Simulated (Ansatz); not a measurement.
## A series in displacement on Te₂Mo

All atoms of one element of a crystal moved along a line, all else fixed, by plane-wave density functional theory with PAW datasets, free energies less that of the undisturbed cell, pressure positive in compression; scalar-relativistic. The results are calculated, by Ansatz 0.2.0.

The cell before atoms are moved (space group P-6m2, No. 187):
```
CELL_PARAMETERS angstrom
3.56020 0.00000 0.00000
-1.78010 3.08330 0.00000
0.00000 0.00000 17.52410
ATOMIC_POSITIONS crystal
Te 0.33330 0.66670 0.89790
Te 0.33330 0.66670 0.10210
Mo 0.00000 0.00000 0.00000
```

Settings of every row: functional LDA; dispersion none; spin none; wave cutoff 300 eV; k mesh 6x6x1; occupations gaussian; smearing width 0.05 eV; k shift 0x0x0; start as given; moved element Te; direction 0, -0.75413, 0.65672 Cartesian unit vector.

Limits: coarse k mesh; cutoff under the advised one; reference crystal is not relaxed; no spin-orbit coupling, which can matter with elements this heavy; the cell comes from a prototype or a list of computed structures and needn't be the stable phase.

| row | displacement (Å) | pressure (GPa) | force along direction (eV/Å summed over the moved atoms) | energy change (eV a cell) |
| --- | --- | --- | --- | --- |
| 1 | -0.1 | -1.614 | 1.6591 | 0.0831 |
| 2 | -0.075 | -1.685 | 1.2461 | 0.0468 |
| 3 | -0.05 | -1.736 | 0.8321 | 0.0208 |
| 4 | -0.025 | -1.766 | 0.417 | 0.0052 |
| 5 | 0 | -1.777 | 0 | 0 |
| 6 | 0.025 | ? | ? | ? |
| 7 | 0.05 | -1.735 | -0.8421 | 0.021 |
| 8 | 0.075 | -1.683 | -1.2688 | 0.0474 |
| 9 | 0.0875 | -1.648 | -1.4842 | 0.0646 |
| 10 | 0.1 | -1.608 | -1.7009 | 0.0845 |

Question: what pressure and force along direction should row 6 give?

Worked fit of pressure. Take t = displacement, in Å. The shown rows have t = -0.1, -0.075, -0.05, -0.025, 0, 0.05, 0.075, 0.0875, 0.1. Least squares give pressure = −1.7767 + 0.022 × t + 16.55 × t² GPa; a straight line predicts inner rows, each left out in turn, worse (root mean square 0.056 against 0.00083 GPa). The rows lie off it by -0.001, 0.000, 0.000, 0.001, 0.000, -0.001, -0.001, 0.000, 0.001. The withheld row has t = 0.025, so the fit gives −1.7767 + 0.022 × (0.025) + 16.55 × (0.025)² = -1.766 GPa.

The calculation gave -1.766 GPa. The fit meets it to the printed digit.

Worked fit of force along direction. Take t = displacement, in Å. The shown rows have t = -0.1, -0.075, -0.05, -0.025, 0, 0.05, 0.075, 0.0875, 0.1. Least squares give force along direction = −0.0002 − 16.7808 × t − 2.046 × t² eV/Å summed over the moved atoms; a straight line predicts inner rows, each left out in turn, worse (root mean square 0.0071 against 0.0017 eV/Å summed over the moved atoms). The rows lie off it by 0.0017, -0.0008, -0.0016, -0.0010, 0.0002, 0.0023, 0.0015, 0.0000, -0.0022 (root mean square 0.0015 eV/Å summed over the moved atoms), a smooth pattern that one more power would take up: the form is only approximate. The withheld row has t = 0.025, so the fit gives −0.0002 − 16.7808 × (0.025) − 2.046 × (0.025)² = -0.4210 eV/Å summed over the moved atoms.

The calculation gave -0.4194 eV/Å summed over the moved atoms. The fit lies 0.0016 eV/Å summed over the moved atoms (0.048 % of the column's range) below it; its largest miss of a shown row is 0.0023 eV/Å summed over the moved atoms.

The other values of row 6: energy change 0.0052 eV a cell.
